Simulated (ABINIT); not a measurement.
# WC (Qusongite) (P-6m2) in ABINIT: notebook

The runs below take WC (Qusongite) through equation of state, band structure, with PW91, RPBE.

Everything below comes from runs of ABINIT 10.8.3 (patched build). Logs are shortened: lines on timing, memory, paths and dates and some standing lists are left out, and cuts for length are marked. The log counts tension as positive stress, the text compression.

## 1. The structure

The structure is hexagonal, space group P-6m2 (No. 187). The conventional cell has a = 2.907 Å, b = 2.907 Å, c = 2.837 Å, α = 90.00°, β = 90.00°, γ = 120.00°. W (site symmetry -6m2) is surrounded by 6 C at 2.20 Å. C (site symmetry -6m2) has 6 W at 2.20 Å as nearest neighbours.

## 2. Equation of state, PW91

Contents of run.abi:

```
# Datasets: one volume each
ndtset 7
getwfk -1
scalecart1 3*0.9795861087
scalecart2 3*0.9864848297
scalecart3 3*0.9932883884
scalecart4 3*1.0000000000
scalecart5 3*1.0066227096
scalecart6 3*1.0131594038
scalecart7 3*1.0196128224

# Pseudopotentials
pp_dirpath "./"
pseudos "W.GGA_PBE-JTH.xml, C.GGA_PBE-JTH.xml"

# Structure
acell 2.9065 2.9065 2.8366 Angstrom
rprim
     1.0000000000     0.0000000000     0.0000000000
    -0.5000000000     0.8660254038     0.0000000000
     0.0000000000     0.0000000000     1.0000000000
ntypat 2
znucl 74 6
natom 2
typat 1 2
xred
     0.0000000000     0.0000000000     0.0000000000
     0.6666666667     0.3333333333     0.5000000000

# Plane-wave basis
ecut 517.016339 eV
pawecutdg 38.0

# k points
kptopt 1
ngkpt 10 10 9
nshiftk 1
shiftk 0.0 0.0 0.0

# Exchange and correlation
ixc -109134

# Bands and occupations
nband 13
occopt 3
tsmear 0.05 eV

# SCF cycle
nstep 100
tolvrs 1.0e-9

# Output
iomode 3
prtwf 1
prtden 0
prteig 0
prtebands 0
enunit 2
```

Potentials or basis: JTH PAW PBE v2.0.

Run with:

```
$ abinit run.abi > log 2>&1
```

run.abo:

```text
.Version 10.8.3 of ABINIT
 DATASET    1 : space group P-6 m 2 (#187); Bravais hP (primitive hexag.)
================================================================================
 Values of the parameters that define the memory need for DATASET  1.
     intxc =       0    ionmov =       0      iscf =      17    lmnmax =      18
     lnmax =       6     mgfft =      24  mpssoang =       3    mqgrid =    3001
     natom =       2  nloc_mem =       2    nspden =       1   nspinor =       1
    nsppol =       1      nsym =      12    n1xccc =       1    ntypat =       2
    occopt =       3   xclevel =       2
       mpw =         537          nfft =       13824          nkpt =          70
 PAW method is used; the additional fine FFT grid is defined by:
   mgfftf=        30    nfftf =     27000
================================================================================
================================================================================
[... 71 lines left out ...]
 DATASET    7 : space group P-6 m 2 (#187); Bravais hP (primitive hexag.)
================================================================================
 Values of the parameters that define the memory need for DATASET  7.
     intxc =       0    ionmov =       0      iscf =      17    lmnmax =      18
     lnmax =       6     mgfft =      24  mpssoang =       3    mqgrid =    3001
     natom =       2  nloc_mem =       2    nspden =       1   nspinor =       1
    nsppol =       1      nsym =      12    n1xccc =       1    ntypat =       2
    occopt =       3   xclevel =       2
       mpw =         611          nfft =       13824          nkpt =          70
 PAW method is used; the additional fine FFT grid is defined by:
   mgfftf=        32    nfftf =     32768
================================================================================
================================================================================

--------------------------------------------------------------------------------
------------- Echo of variables that govern the present computation ------------
--------------------------------------------------------------------------------
 -outvars: echo values of preprocessed input variables --------
            acell      5.4924889850E+00  5.4924889850E+00  5.3603971288E+00 Bohr
              amu      1.83850000E+02  1.20110000E+01
             ecut      1.90000000E+01 Hartree
           enunit           2
           getwfk          -1
                       outvar_i_n : Printing only first  50 k-points.
              ixc     -109134
           jdtset        1    2    3    4    5    6    7
                       outvar_i_n : Printing only first  50 k-points.
         kptrlatt       10    0    0      0   10    0      0    0    9
          kptrlen1     4.72587351E+01
          kptrlen2     4.75915540E+01
          kptrlen3     4.79197820E+01
          kptrlen4     4.82435742E+01
          kptrlen5     4.85630773E+01
          kptrlen6     4.88784308E+01
          kptrlen7     4.91897668E+01
            natom           2
            nband          13
           ndtset           7
            ngfft          24      24      24
          ngfftdg1         30      30      30
          ngfftdg2         32      32      30
          ngfftdg3         32      32      30
          ngfftdg4         32      32      30
          ngfftdg5         32      32      30
          ngfftdg6         32      32      32
          ngfftdg7         32      32      32
             nkpt          70
            nstep         100
             nsym          12
           ntypat           2
                       prtocc : prtvol=0, do not print more k-points.
           occopt           3
        pawecutdg      3.80000000E+01 Hartree
         pawxcdev           0
           prtden           0
        prtebands           0
           prteig           0
            rprim1     9.7958610870E-01  0.0000000000E+00  0.0000000000E+00
                      -4.8979305435E-01  8.4834645534E-01  0.0000000000E+00
                       0.0000000000E+00  0.0000000000E+00  9.7958610870E-01
            rprim2     9.8648482970E-01  0.0000000000E+00  0.0000000000E+00
                      -4.9324241485E-01  8.5432092298E-01  0.0000000000E+00
                       0.0000000000E+00  0.0000000000E+00  9.8648482970E-01
            rprim3     9.9328838840E-01  0.0000000000E+00  0.0000000000E+00
                      -4.9664419420E-01  8.6021297765E-01  0.0000000000E+00
                       0.0000000000E+00  0.0000000000E+00  9.9328838840E-01
            rprim4     1.0000000000E+00  0.0000000000E+00  0.0000000000E+00
                      -5.0000000000E-01  8.6602540380E-01  0.0000000000E+00
                       0.0000000000E+00  0.0000000000E+00  1.0000000000E+00
            rprim5     1.0066227096E+00  0.0000000000E+00  0.0000000000E+00
                      -5.0331135480E-01  8.7176083856E-01  0.0000000000E+00
                       0.0000000000E+00  0.0000000000E+00  1.0066227096E+00
            rprim6     1.0131594038E+00  0.0000000000E+00  0.0000000000E+00
                      -5.0657970190E-01  8.7742178179E-01  0.0000000000E+00
                       0.0000000000E+00  0.0000000000E+00  1.0131594038E+00
            rprim7     1.0196128224E+00  0.0000000000E+00  0.0000000000E+00
                      -5.0980641120E-01  8.8301060624E-01  0.0000000000E+00
                       0.0000000000E+00  0.0000000000E+00  1.0196128224E+00
          spgroup         187
           tolvrs      1.00000000E-09
           tsmear      1.83746611E-03 Hartree
            typat      1  2
           useylm           1
                       outvars : Printing only first  50 k-points.
           xangst1     0.0000000000E+00  0.0000000000E+00  0.0000000000E+00
                       1.4235835125E+00  8.2190632415E-01  1.3893469780E+00
           xangst2     0.0000000000E+00  0.0000000000E+00  0.0000000000E+00
                       1.4336090788E+00  8.2769458755E-01  1.3991314340E+00
           xangst3     0.0000000000E+00  0.0000000000E+00  0.0000000000E+00
                       1.4434963504E+00  8.3340300652E-01  1.4087809213E+00
           xangst4     0.0000000000E+00  0.0000000000E+00  0.0000000000E+00
                       1.4532500000E+00  8.3903427871E-01  1.4183000000E+00
           xangst5     0.0000000000E+00  0.0000000000E+00  0.0000000000E+00
                       1.4628744527E+00  8.4459095909E-01  1.4276929890E+00
           xangst6     0.0000000000E+00  0.0000000000E+00  0.0000000000E+00
                       1.4723739036E+00  8.5007546959E-01  1.4369639824E+00
           xangst7     0.0000000000E+00  0.0000000000E+00  0.0000000000E+00
                       1.4817523342E+00  8.5549010901E-01  1.4461168660E+00
            xcart1     0.0000000000E+00  0.0000000000E+00  0.0000000000E+00
                       2.6901829559E+00  1.5531778538E+00  2.6254852822E+00
            xcart2     0.0000000000E+00  0.0000000000E+00  0.0000000000E+00
                       2.7091285305E+00  1.5641160864E+00  2.6439752243E+00
            xcart3     0.0000000000E+00  0.0000000000E+00  0.0000000000E+00
                       2.7278127661E+00  1.5749034348E+00  2.6622101126E+00
            xcart4     0.0000000000E+00  0.0000000000E+00  0.0000000000E+00
                       2.7462444925E+00  1.5855449970E+00  2.6801985644E+00
            xcart5     0.0000000000E+00  0.0000000000E+00  0.0000000000E+00
                       2.7644320722E+00  1.5960456011E+00  2.6979487411E+00
            xcart6     0.0000000000E+00  0.0000000000E+00  0.0000000000E+00
                       2.7823834327E+00  1.6064098239E+00  2.7154683795E+00
            xcart7     0.0000000000E+00  0.0000000000E+00  0.0000000000E+00
                       2.8001060980E+00  1.6166420095E+00  2.7327648228E+00
             xred      0.0000000000E+00  0.0000000000E+00  0.0000000000E+00
                       6.6666666667E-01  3.3333333333E-01  5.0000000000E-01
            znucl       74.00000    6.00000

================================================================================

 chkinp: Checking input parameters for consistency, jdtset=   1.

 chkinp: Checking input parameters for consistency, jdtset=   2.
[... 42 lines left out ...]
 getcut: wavevector=  0.0000  0.0000  0.0000  ngfft=  30  30  30
         ecut(hartree)=     38.000   => boxcut(ratio)=   2.01082

--- Pseudopotential description ------------------------------------------------
- pspini: atom type   1  psp file is ./W.GGA_PBE-JTH.xml
 Pseudopotential format is: paw10
 basis_size (lnmax)=  6 (lmn_size= 18), orbitals=   0   0   1   1   2   2
 Spheres core radius: rc_sph= 2.41188978
 Shapefunction is BESSEL type: shapef(r,l)=aa(1,l)*jl(q(1,l)*r)+aa(2,l)*jl(q(2,l)*r)
 Radius for shape functions =  2.10354610
 Compensation charge density is not taken into account in XC energy/potential

- pspini: atom type   2  psp file is ./C.GGA_PBE-JTH.xml
 Pseudopotential format is: paw10
 basis_size (lnmax)=  4 (lmn_size=  8), orbitals=   0   0   1   1
 Spheres core radius: rc_sph= 1.50736703
 Shapefunction is SIN type: shapef(r)=[sin(pi*r/rshp)/(pi*r/rshp)]**2
 Radius for shape functions =  1.30052589
 Compensation charge density is not taken into account in XC energy/potential

   9.26042540E+02                                ecore*ucvol(ha*bohr**3)
--------------------------------------------------------------------------------

================================================================================

--- !BeginCycle
iteration_state: {dtset: 1, }
solver: {iscf: 17, nstep: 100, nline: 4, wfoptalg: 10, }
tolerances: {tolvrs: 1.00E-09, }
...
[... 1287 lines left out ...]
-Cartesian components of stress tensor (GPa)         [Pressure= -1.4754E+01 GPa]
- sigma(1 1)=  1.33602167E+01  sigma(3 2)=  0.00000000E+00
- sigma(2 2)=  1.33602166E+01  sigma(3 1)=  0.00000000E+00
- sigma(3 3)=  1.75422804E+01  sigma(2 1)=  0.00000000E+00

== END DATASET(S) ==============================================================
================================================================================

 -outvars: echo values of variables after computation  --------
            acell      5.4924889850E+00  5.4924889850E+00  5.3603971288E+00 Bohr
           etotal1    -7.4871156191E+01
           etotal2    -7.4874082935E+01
           etotal3    -7.4876047055E+01
           etotal4    -7.4877117566E+01
           etotal5    -7.4877410154E+01
           etotal6    -7.4876963902E+01
           etotal7    -7.4875887095E+01
            fcart1    -0.0000000000E+00 -0.0000000000E+00 -0.0000000000E+00
                      -0.0000000000E+00 -0.0000000000E+00 -0.0000000000E+00
            fcart2    -3.9756625688E-28 -2.2953498543E-28 -0.0000000000E+00
                       3.9756625688E-28  2.2953498543E-28 -0.0000000000E+00
            fcart3     3.9484311484E-28  2.2796277864E-28 -0.0000000000E+00
                      -3.9484311484E-28 -2.2796277864E-28 -0.0000000000E+00
            fcart4    -0.0000000000E+00 -0.0000000000E+00 -0.0000000000E+00
                      -0.0000000000E+00 -0.0000000000E+00 -0.0000000000E+00
            fcart5     5.8441918328E-28  3.3741457278E-28 -0.0000000000E+00
                      -5.8441918328E-28 -3.3741457278E-28 -0.0000000000E+00
[... 38 lines left out ...]
                       0.0000000000E+00  0.0000000000E+00  0.0000000000E+00
           xangst1     0.0000000000E+00  0.0000000000E+00  0.0000000000E+00
                       1.4235835125E+00  8.2190632415E-01  1.3893469780E+00
           xangst2     0.0000000000E+00  0.0000000000E+00  0.0000000000E+00
                       1.4336090788E+00  8.2769458755E-01  1.3991314340E+00
           xangst3     0.0000000000E+00  0.0000000000E+00  0.0000000000E+00
                       1.4434963504E+00  8.3340300652E-01  1.4087809213E+00
           xangst4     0.0000000000E+00  0.0000000000E+00  0.0000000000E+00
                       1.4532500000E+00  8.3903427871E-01  1.4183000000E+00
           xangst5     0.0000000000E+00  0.0000000000E+00  0.0000000000E+00
                       1.4628744527E+00  8.4459095909E-01  1.4276929890E+00
           xangst6     0.0000000000E+00  0.0000000000E+00  0.0000000000E+00
                       1.4723739036E+00  8.5007546959E-01  1.4369639824E+00
           xangst7     0.0000000000E+00  0.0000000000E+00  0.0000000000E+00
                       1.4817523342E+00  8.5549010901E-01  1.4461168660E+00
             xred      0.0000000000E+00  0.0000000000E+00  0.0000000000E+00
                       6.6666666667E-01  3.3333333333E-01  5.0000000000E-01
 Calculation completed.
```

Wall time 2.1 min (1 thread of Arm Neoverse V1, shared host); peak memory 0.14 GiB.

Results:

- Equilibrium volume: 10.56 Å³/atom
- Bulk modulus at fixed shape and positions: 388 GPa
- Pressure derivative of the bulk modulus: 4.1

Energy against volume, from the lowest point:
| volume (Å³/atom) | energy (meV/atom) |
| --- | --- |
| 9.754 | 85.09 |
| 9.961 | 45.27 |
| 10.169 | 18.55 |
| 10.376 | 3.98 |
| 10.584 | 0.00 |
| 10.791 | 6.07 |
| 10.999 | 20.72 |

Caveat: pressures at fixed basis lie under the slope of the energies; the cell was scaled at fixed shape and fractional positions, which overstates the stiffness of a crystal with free parameters, most of all of layers and chains; the PAW data sets were made with another functional, which shifts forces and pressure a little.

## 3. Band structure, RPBE, spin-orbit coupling, no magnetisation

Contents of run.abi:

```
ndtset 2

pp_dirpath "./"
pseudos "W.GGA_PBE-JTH.xml, C.GGA_PBE-JTH.xml"

acell 3*1.0
rprim
     5.4924889812     0.0000000000     0.0000000000
    -2.7462444906     4.7566349877     0.0000000000
     0.0000000000     0.0000000000     5.3603971251
ntypat 2
znucl 74 6
natom 2
typat 1 2
xred
     0.0000000000     0.0000000000     0.0000000000
     0.6666666667     0.3333333333     0.5000000000

ecut 19.0
pawecutdg 38.0

ixc 15

occopt 3
tsmear 0.05 eV

nspinor 2
nspden 1
pawspnorb 1

nstep 100

iomode 3
prtwf 0
prteig 0
prtebands 0
enunit 1
prtden1 1
prtvha1 1
prtvclmb1 1
prtpot1 1

kptopt1 4
ngkpt1 10 10 9
nshiftk1 1
shiftk1 0.0 0.0 0.0
nband1 26
tolvrs1 1.0e-9

iscf2 -2
getden2 1
nband2 38
nbdbuf2 8
tolwfr2 1.0e-11
kptopt2 -7
ndivsm2 8
prteig2 1
prtvol2 -3
kptbounds2
     0.0000000000     0.0000000000     0.0000000000
     0.5000000000     0.0000000000     0.0000000000
     0.3333333333     0.3333333333     0.0000000000
     0.0000000000     0.0000000000     0.0000000000
     0.0000000000     0.0000000000     0.5000000000
     0.5000000000     0.0000000000     0.5000000000
     0.3333333333     0.3333333333     0.5000000000
     0.0000000000     0.0000000000     0.5000000000
```

Potentials or basis: JTH PAW PBE v2.0.

Run with:

```
$ abinit run.abi > log 2>&1
```

It took 4 min on 1 thread of Arm Neoverse V1, shared host; peak memory 0.19 GiB.

The run converged. Its results:

```yaml
Free_energy: -2033.0007 eV
Pressure: 11.2 GPa
Band_gap_on_the_k_mesh: none (metal or under the smearing width)
Valence_electrons_inside_the_program's_atomic_spheres: W 11.87; C 2.48
```

Stress tensor (GPa, compression positive):
```
11.19  0.00  0.00
 0.00 11.19  0.00
 0.00  0.00 11.31
```

Levels at the corners of the path, in eV from the Fermi level:
| point | band 16 | band 17 | band 18 | band 19 | band 20 | band 21 |
| --- | --- | --- | --- | --- | --- | --- |
| Γ | -3.22 | 0.06 | 0.06 | 3.00 | 3.00 | 3.40 |
| M | -3.60 | -0.48 | -0.48 | 2.30 | 2.30 | 4.34 |
| K | -3.42 | 0.36 | 0.70 | 0.73 | 1.18 | 2.02 |
| Γ | -3.22 | 0.06 | 0.06 | 3.00 | 3.00 | 3.40 |
| A | -2.01 | -0.88 | -0.88 | -0.31 | -0.31 | 3.57 |
| L | -4.23 | 0.27 | 0.27 | 4.35 | 4.35 | 5.19 |
| H | -1.59 | -0.73 | -0.51 | 4.26 | 4.34 | 6.25 |
| A | -2.01 | -0.88 | -0.88 | -0.31 | -0.31 | 3.57 |

Caveat: the PAW data sets were made with another functional, which shifts forces and pressure a little.
